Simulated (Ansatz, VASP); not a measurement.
# One calculation of C, two programs

```
C
1.0
     0.00000    1.77176    1.77176
     1.77176    0.00000    1.77176
     1.77176    1.77176    0.00000
C
1
Direct
  0.00000 0.00000 0.00000
```

Alike in both runs: task relaxation of cell and atoms; functional PBE; k mesh 16 × 16 × 16; occupations fermi-dirac, width 0.03 eV; no spin polarisation.

```csv
,VASP,Ansatz
version,VASP 6.6.1,Ansatz 0.2.0
potentials or method,"VASP PAW PBE potentials, release 64 (C)","PAW with Ansatz's earlier generated frozen-core files (soft_1), scalar-relativistic"
plane-wave cutoff (eV),600,420
valence electrons in the cell,4,4
```

Ansatz gave:

| Property | Result |
| --- | --- |
| relaxed volume (Å³/atom) | 7.35 |
| relaxed cell length with the largest relative difference (Å) | 2.182 |
| energy change over the relaxation (meV/atom) | -471 |

Question: What did VASP give for the same quantities?

Answer: Relaxed volume (Å³/atom): 7.34; relaxed cell length with the largest relative difference (Å): 2.182; energy change over the relaxation (meV/atom): -474.

Caveats: the volume moved by over 15 % at a fixed basis, so the end points are rough (VASP).
